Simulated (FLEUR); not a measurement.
InP:

```
In P
1.0
     0.00000    2.93050    2.93050
     2.93050    0.00000    2.93050
     2.93050    2.93050    0.00000
In P
1 1
Direct
  0.00000 0.00000 0.00000
  0.75000 0.75000 0.75000
```

Base run:

| Item | Value |
| --- | --- |
| Program | FLEUR MaX-R8.1 (later development tree) |
| Functional | PBEsol |
| Potentials or basis | all-electron |
| Basis | FLAPW |
| Kmax | 4.85 1/bohr |
| k mesh | 8 × 8 × 8 |
| Occupations | fermi-dirac, width 0.05 eV |
| Spin | no spin polarisation |

Its results: band gap on the k mesh 0.61 eV, direct.

Task: The run is repeated on the same cell with these changes: functional from PBEsol to LDA. What comes out?

Result: Band gap on the k mesh 0.48 eV, direct.

Caveats: spin-orbit coupling is left out, which moves the levels of the heavy elements.

Not every run made on this cell is shown here.
